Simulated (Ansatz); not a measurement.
**Stress against strain in TiO2**

```yaml
crystal:
  lattice:
    - [-1.89250, 1.89250, 4.75700]
    - [1.89250, -1.89250, 4.75700]
    - [1.89250, 1.89250, -4.75700]
  atoms:
    - { symbol: Ti, position: [0.00000, 0.00000, 0.00000] }
    - { symbol: Ti, position: [0.75000, 0.25000, 0.50000] }
    - { symbol: O, position: [0.20660, 0.20660, 0.00000] }
    - { symbol: O, position: [0.95660, 0.45660, 0.50000] }
    - { symbol: O, position: [0.54340, 0.04340, 0.50000] }
    - { symbol: O, position: [0.79340, 0.79340, 0.00000] }
```

Atom numbers follow the list: Ti1, Ti2, O3, O4, O5, O6.

The cell comes from COD entry 9009086, which wasn't checked; take it as a given geometry.

Theory: DFT, PBE, all-electron LAPW, scalar-relativistic in Ansatz 0.2.0.

Settings: a Γ-centred 13×13×13 k mesh, Fermi–Dirac smearing of 0.08 eV, basis error target 1 meV/atom, no spin polarisation.

The strain is applied along the Cartesian axes of the cell as listed (γ is the engineering shear, twice εxy = εyz = εzx). Fractional coordinates are held (clamped ions).

σ is the change of stress from the unstrained cell, which is at 5.95 GPa; tension is positive, so slopes are stress–strain coefficients at that pressure.

Only quantities that a quadratic follows smoothly over the whole series are listed; rougher ones are left out.

```
      γ  σxy (GPa)  σyz (GPa)
-0.0300      -1.70      -2.94
-0.0200      -1.14      -1.97
-0.0100      -0.57      -0.99
 0.0000       0.00       0.00
 0.0100       0.58       0.99
 0.0300       1.77       3.00
```

(1) Fit the series and read off the stiffness at zero strain.

(2) One run, at γ = 0.0200, is withheld. Predict its row.

Answers

(1) Least-squares fits y = p0 + p1 x + p2 x² to the rows give σxy (GPa): p1 = 57.8, p2 = 38; σyz (GPa): p1 = 99, p2 = 36.

(2) The fits give 1.17, 1.99; the run gave 1.17, 1.99.
